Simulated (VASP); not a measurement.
# BAs (F-43m) in VASP: further runs

The runs below take BAs through single point, with r2SCAN, r2SCAN+D3(BJ).

Everything below comes from runs of VASP 6.6.1. Logs are shortened: lines on timing, memory, paths and dates and some standing lists are left out, and cuts for length are marked.

## Step 1: The structure

The structure is cubic, space group F-43m (No. 216). Conventional cell: a = 4.822 Å, b = 4.822 Å, c = 4.822 Å, α = 90.00°, β = 90.00°, γ = 90.00°. B (site symmetry -43m) is surrounded by 4 As at 2.09 Å. As (site symmetry -43m) has 4 B at 2.09 Å as nearest neighbours.

## Step 2: Single point, r2SCAN, non-collinear spin, zero start, spin-orbit coupling

POSCAR

```
BAs
1.0
    0.0000000000      2.4112093400      2.4112093400
    2.4112093400      0.0000000000      2.4112093400
    2.4112093400      2.4112093400      0.0000000000
B As
1 1
Direct
    0.0000000000      0.0000000000      0.0000000000
    0.2500000000      0.2500000000      0.2500000000
```

INCAR.step1

```
SYSTEM = BAs
ALGO     = Normal         ! electronic algorithm
EDIFF    = 1E-4           ! SCF threshold, eV
ENCUT    = 520            ! plane-wave cutoff, eV
GGA      = PE             ! functional
GGA_COMPAT= .False.      
ISMEAR   = -1             ! smearing method
LASPH    = .True.         ! aspherical terms in the spheres
LCHARG   = .False.        ! write CHGCAR
LREAL    = .False.        ! projectors in reciprocal space
LSORBIT  = .True.         ! spin-orbit coupling
LWAVE    = .True.         ! write WAVECAR
MAGMOM   = 0 0 0 0 0 0    ! initial moments
NBANDS   = 20             ! bands
NELM     = 150            ! most SCF steps
PREC     = Accurate       ! precision mode
SIGMA    = 0.1            ! smearing width, eV
```

INCAR.step2

```
SYSTEM = BAs
ALGO     = Normal         ! electronic algorithm
EDIFF    = 1E-7           ! SCF threshold, eV
ENCUT    = 520            ! plane-wave cutoff, eV
GGA_COMPAT= .False.      
ISIF     = 2              ! what is computed and relaxed
ISMEAR   = -1             ! smearing method
ISTART   = 1            
LASPH    = .True.         ! aspherical terms in the spheres
LCHARG   = .True.         ! write CHGCAR
LMIXTAU  = .True.       
LORBIT   = 11             ! projections on sites
LORBMOM  = .True.       
LREAL    = .False.        ! projectors in reciprocal space
LSORBIT  = .True.         ! spin-orbit coupling
LVHAR    = .True.       
LWAVE    = .False.        ! write WAVECAR
MAGMOM   = 0 0 0 0 0 0    ! initial moments
METAGGA  = R2SCAN         ! meta-GGA
NBANDS   = 20             ! bands
NELM     = 150            ! most SCF steps
PREC     = Accurate       ! precision mode
SIGMA    = 0.1            ! smearing width, eV
```

KPOINTS

```
k-points
0
Gamma
  6 6 6
  0 0 0
```

Potentials or basis: VASP PAW PBE potentials, release 64 (B, As).

Command:

```console
$ cat potpaw_PBE.64/B/POTCAR potpaw_PBE.64/As/POTCAR > POTCAR
$ cp INCAR.step1 INCAR
$ mpirun -np 1 vasp_ncl > vasp.out
$ cp INCAR.step2 INCAR
$ mpirun -np 1 vasp_ncl > vasp.out
```

OUTCAR:

```text
SYSTEM = BAs
   EDIFF = 1E-7
   ENCUT = 520
   ISIF = 2
   ISMEAR = -1
   ISTART = 1
   LASPH = .True.
   LORBIT = 11
   LREAL = .False.
   LSORBIT = .True.
   METAGGA = R2SCAN
   NELM = 150
   PREC = Accurate

 ion  position               nearest neighbor table
   1  0.000  0.000  0.000-   2 2.09   2 2.09   2 2.09   2 2.09
   2  0.250  0.250  0.250-   1 2.09   1 2.09   1 2.09   1 2.09

  LATTYP: Found a face centered cubic cell.
 ALAT       =     4.8224186800

  Lattice vectors:

 A1 = (   0.0000000000,   2.4112093400,   2.4112093400)
 A2 = (   2.4112093400,   0.0000000000,   2.4112093400)
 A3 = (   2.4112093400,   2.4112093400,   0.0000000000)

Analysis of symmetry for initial positions (statically):
=====================================================================
 Subroutine PRICEL returns:
 Original cell was already a primitive cell.

 Routine SETGRP: Setting up the symmetry group for a
 face centered cubic supercell.

 Subroutine GETGRP returns: Found 24 space group operations
 (whereof 24 operations were pure point group operations)
 out of a pool of 48 trial point group operations.

The static configuration has the point symmetry T_d .

Analysis of symmetry for dynamics (positions and initial velocities):
=====================================================================
 Subroutine PRICEL returns:
 Original cell was already a primitive cell.

 Routine SETGRP: Setting up the symmetry group for a
 face centered cubic supercell.

 Subroutine GETGRP returns: Found 24 space group operations
 (whereof 24 operations were pure point group operations)
 out of a pool of 48 trial point group operations.

The dynamic configuration has the point symmetry T_d .

Analysis of structural, dynamic, and magnetic symmetry:
=====================================================================
 Subroutine PRICEL returns:
 Original cell was already a primitive cell.

 Routine SETGRP: Setting up the symmetry group for a
 face centered cubic supercell.

 Subroutine GETGRP returns: Found 24 space group operations
 (whereof 24 operations were pure point group operations)
 out of a pool of 48 trial point group operations.

The overall configuration has the point symmetry T_d .

 Subroutine INISYM returns: Found 24 space group operations
 (whereof 24 operations are pure point group operations),
 and found     1 'primitive' translations

----------------------------------------------------------------------------------------

                                     Primitive cell

  volume of cell :      28.0372

  direct lattice vectors                    reciprocal lattice vectors
[... 674 lines left out ...]

  FREE ENERGIE OF THE ION-ELECTRON SYSTEM (eV)
  ---------------------------------------------------
  free  energy   TOTEN  =       -22.2422868512 eV

  energy  without entropy=      -22.2422379058  energy(sigma->0) =      -22.24226238

 orbital moment (x)

 # of ion     p       d       tot
 ----------------------------------------
  1         0.000   0.000   0.000
  2        -0.000   0.000  -0.000
 ----------------------------------------
           -0.000   0.000  -0.000

 orbital moment (y)

 # of ion     p       d       tot
 ----------------------------------------
  1         0.000   0.000   0.000
  2         0.000   0.000   0.000
 ----------------------------------------
            0.000   0.000   0.000

 orbital moment (z)

 # of ion     p       d       tot
 ----------------------------------------
  1         0.000   0.000   0.000
  2        -0.000  -0.000  -0.000
 ----------------------------------------
            0.000  -0.000   0.000

 Spin-Orbit-Coupling matrix elements

 Ion:    1  E_soc:     -0.0000075
 l=   1
     0.0000000    -0.0000013    -0.0000013
    -0.0000013     0.0000000    -0.0000013
    -0.0000013    -0.0000013     0.0000000
 l=   2
     0.0000000     0.0000000     0.0000000     0.0000000     0.0000000
     0.0000000     0.0000000     0.0000000     0.0000000     0.0000000
     0.0000000     0.0000000     0.0000000     0.0000000     0.0000000
     0.0000000     0.0000000     0.0000000     0.0000000     0.0000000
     0.0000000     0.0000000     0.0000000     0.0000000     0.0000000
 l=   3
     0.0000000     0.0000000     0.0000000     0.0000000     0.0000000     0.0000000     0.0000000
     0.0000000     0.0000000     0.0000000     0.0000000     0.0000000     0.0000000     0.0000000
     0.0000000     0.0000000     0.0000000     0.0000000     0.0000000     0.0000000     0.0000000
     0.0000000     0.0000000     0.0000000     0.0000000     0.0000000     0.0000000     0.0000000
     0.0000000     0.0000000     0.0000000     0.0000000     0.0000000     0.0000000     0.0000000
     0.0000000     0.0000000     0.0000000     0.0000000     0.0000000     0.0000000     0.0000000
     0.0000000     0.0000000     0.0000000     0.0000000     0.0000000     0.0000000     0.0000000

 Ion:    2  E_soc:     -0.0205445
 l=   1
     0.0000000    -0.0033984    -0.0033984
    -0.0033984     0.0000000    -0.0033984
    -0.0033984    -0.0033984     0.0000000
 l=   2
     0.0000000    -0.0000133     0.0000000    -0.0000133    -0.0000124
    -0.0000133     0.0000000    -0.0000093    -0.0000133    -0.0000031
     0.0000000    -0.0000093     0.0000000    -0.0000093     0.0000000
    -0.0000133    -0.0000133    -0.0000093     0.0000000    -0.0000031
    -0.0000124    -0.0000031     0.0000000    -0.0000031     0.0000000
 l=   3
     0.0000000     0.0000000     0.0000000     0.0000000     0.0000000     0.0000000     0.0000000
     0.0000000     0.0000000     0.0000000     0.0000000     0.0000000     0.0000000     0.0000000
     0.0000000     0.0000000     0.0000000     0.0000000     0.0000000     0.0000000     0.0000000
     0.0000000     0.0000000     0.0000000     0.0000000     0.0000000     0.0000000     0.0000000
     0.0000000     0.0000000     0.0000000     0.0000000     0.0000000     0.0000000     0.0000000
     0.0000000     0.0000000     0.0000000     0.0000000     0.0000000     0.0000000     0.0000000
     0.0000000     0.0000000     0.0000000     0.0000000     0.0000000     0.0000000     0.0000000

 total charge

# of ion       s       p       d       tot
------------------------------------------
    1        0.663   1.137   0.000   1.800
    2        1.171   1.677   0.087   2.934
--------------------------------------------------
tot          1.833   2.814   0.087   4.734

 magnetization (x)

# of ion       s       p       d       tot
------------------------------------------
    1        0.000  -0.000   0.000   0.000
    2       -0.000   0.000  -0.000   0.000
--------------------------------------------------
tot          0.000   0.000  -0.000   0.000

 magnetization (y)

# of ion       s       p       d       tot
------------------------------------------
    1       -0.000   0.000   0.000  -0.000
    2        0.000  -0.000  -0.000  -0.000
--------------------------------------------------
tot         -0.000  -0.000  -0.000  -0.000

 magnetization (z)

# of ion       s       p       d       tot
------------------------------------------
    1        0.000  -0.000   0.000   0.000
    2        0.000   0.000   0.000   0.000
--------------------------------------------------
tot          0.000  -0.000   0.000   0.000
```

OUTCAR.step1:

```text
SYSTEM = BAs
   EDIFF = 1E-4
   ENCUT = 520
   GGA = PE
   ISMEAR = -1
   LASPH = .True.
   LREAL = .False.
   LSORBIT = .True.
[... 781 lines left out ...]
 l=   3
     0.0000000     0.0000000     0.0000000     0.0000000     0.0000000     0.0000000     0.0000000
     0.0000000     0.0000000     0.0000000     0.0000000     0.0000000     0.0000000     0.0000000
     0.0000000     0.0000000     0.0000000     0.0000000     0.0000000     0.0000000     0.0000000
     0.0000000     0.0000000     0.0000000     0.0000000     0.0000000     0.0000000     0.0000000
     0.0000000     0.0000000     0.0000000     0.0000000     0.0000000     0.0000000     0.0000000
     0.0000000     0.0000000     0.0000000     0.0000000     0.0000000     0.0000000     0.0000000
     0.0000000     0.0000000     0.0000000     0.0000000     0.0000000     0.0000000     0.0000000

=======================================================================
```

Run time: 2.8 min. Hardware: 1 thread of Intel Xeon 6975P-C (Granite Rapids), shared host; peak memory 0.28 GiB.

Results:

- Free energy: -22.2423 eV
- Pressure: -3.0 GPa
- Net moment: 0.00 μB per cell
- Valence electrons inside the program's atomic spheres: B 1.80; As 2.93

Moments on the atoms (μB; x, y, z):
```
B   0.00 0.00 0.00
As  0.00 0.00 0.00
```

Caveat: the k mesh is coarse (spacing up to 0.38 Å⁻¹), so the values aren't converged; the PAW data sets were made with another functional, which shifts forces and pressure a little.

## Step 3: Single point, r2SCAN

POSCAR is that of step 2.

INCAR.step1

```
PREC = Accurate
ENCUT = 520
ISMEAR = -1
SIGMA = 0.1
LREAL = False
LASPH = True
NELM = 60
NBANDS = 11
GGA = PE
ALGO = Normal
EDIFF = 1E-4
LWAVE = True
LCHARG = False
```

INCAR.step2

```
PREC = Accurate
ENCUT = 520
EDIFF = 1E-6
ISMEAR = -1
SIGMA = 0.1
LREAL = False
LASPH = True
NELM = 60
ALGO = Normal
ISIF = 2
LWAVE = False
LCHARG = False
METAGGA = R2SCAN
LMIXTAU = True
NBANDS = 11
ISTART = 1
```

KPOINTS

```
regular mesh
0
Gamma
  6 6 6
```

Potentials or basis: VASP PAW PBE potentials, release 64 (B, As).

Command:

```console
$ cat potpaw_PBE.64/B/POTCAR potpaw_PBE.64/As/POTCAR > POTCAR
$ cp INCAR.step1 INCAR
$ mpirun -np 1 vasp_std > vasp.out
$ cp INCAR.step2 INCAR
$ mpirun -np 1 vasp_std > vasp.out
```

Wall time 26 s (1 thread of Intel Xeon 6975P-C (Granite Rapids), shared host); peak memory 0.15 GiB.

The run converged. Its results:

```
Free energy            : -22.2321 eV
Pressure               : -3.0 GPa
Band gap on the k mesh : 1.49 eV, indirect (least direct gap 3.41 eV)
```

Levels at points of the mesh, in eV from the valence-band top:
```tsv
k point	band 1	band 2	band 3	band 4	band 5	band 6	band 7	band 8
(0.00, 0.00, 0.00)	-15.89	0.00	0.00	0.00	3.41	3.41	3.41	4.78
(0.50, 0.00, 0.00)	-12.97	-9.03	-1.89	-1.89	2.80	5.02	5.02	9.51
(0.50, 0.50, 0.00)	-11.59	-8.90	-4.19	-4.19	1.65	1.72	11.88	11.88
```

Caveat: the PAW data sets were made with another functional, which shifts forces and pressure a little.

## Step 4: Single point, r2SCAN+D3(BJ)

POSCAR is that of step 3.

INCAR.step1

```
SYSTEM = BAs
PREC = Accurate ; ENCUT = 520
ISMEAR = -1 ; SIGMA = 0.025
LREAL = .False. ; LASPH = .True.
NELM = 60 ; NBANDS = 11
GGA = PE ; ALGO = Normal
EDIFF = 1E-4 ; LWAVE = .True.
LCHARG = .False.
```

INCAR.step2

```
SYSTEM = BAs
PREC = Accurate ; ENCUT = 520
EDIFF = 1E-7 ; ISMEAR = -1
SIGMA = 0.025 ; LREAL = .False.
LASPH = .True. ; NELM = 60
ALGO = Normal ; ISIF = 2
LWAVE = .False. ; LCHARG = .False.
METAGGA = R2SCAN ; LMIXTAU = .True.
IVDW = 12 ; VDW_S6 = 1.0
VDW_S8 = 0.78981345 ; VDW_A1 = 0.49484001
VDW_A2 = 5.73083694 ; NBANDS = 11
ISTART = 1
```

KPOINTS

```
regular mesh
0
Gamma
  6 6 6
  0 0 0
```

Command:

```console
$ cat potpaw_PBE.64/B/POTCAR potpaw_PBE.64/As/POTCAR > POTCAR
$ cp INCAR.step1 INCAR
$ mpirun -np 1 vasp_std > vasp.out
$ cp INCAR.step2 INCAR
$ mpirun -np 1 vasp_std > vasp.out
```

It took 31 s on 1 thread of Intel Xeon 6975P-C (Granite Rapids), shared host; peak memory 0.16 GiB.

Results (log left out):

```
Free energy                : -22.5311 eV
Pressure                   : -4.7 GPa
Band gap on the k mesh     : 1.49 eV, indirect (least direct gap 3.41 eV)
Dispersion energy per atom : -0.149 eV
```

Levels at points of the mesh, in eV from the valence-band top:
| k point | band 1 | band 2 | band 3 | band 4 | band 5 | band 6 | band 7 | band 8 | band 9 |
| --- | --- | --- | --- | --- | --- | --- | --- | --- | --- |
| (0.00, 0.00, 0.00) | -15.89 | 0.00 | 0.00 | 0.00 | 3.41 | 3.41 | 3.41 | 4.78 | 10.22 |
| (0.50, 0.00, 0.00) | -12.97 | -9.03 | -1.89 | -1.89 | 2.80 | 5.02 | 5.02 | 9.51 | 13.41 |
| (0.50, 0.50, 0.00) | -11.59 | -8.90 | -4.19 | -4.19 | 1.65 | 1.72 | 11.88 | 11.88 | 13.61 |

Caveat: the PAW data sets were made with another functional, which shifts forces and pressure a little. A k mesh can miss the band edges.

## Step 5: Summary

| level | spin | smearing | mesh quality | gap on the mesh (eV) | pressure (GPa) |
| --- | --- | --- | --- | --- | --- |
| r2SCAN | non-collinear, zero start, SOC | fermi-dirac 0.1 eV | coarse | - | -3.0 |
| r2SCAN | off | fermi-dirac 0.1 eV | not flagged | 1.49 | -3.0 |
| r2SCAN+D3(BJ) | off | fermi-dirac 0.025 eV | not flagged | 1.49 | -4.7 |

Alike in all rows: task single point; potentials or basis VASP PAW PBE potentials, release 64 (B, As); cell as given; k mesh 6 × 6 × 6; cutoff (eV) 520.

Caveats: some runs use coarse meshes; the PAW data sets were made with another functional, which shifts forces and pressure a little.

Total energies depend on the potentials used, so only differences within one code and one set of settings carry meaning.
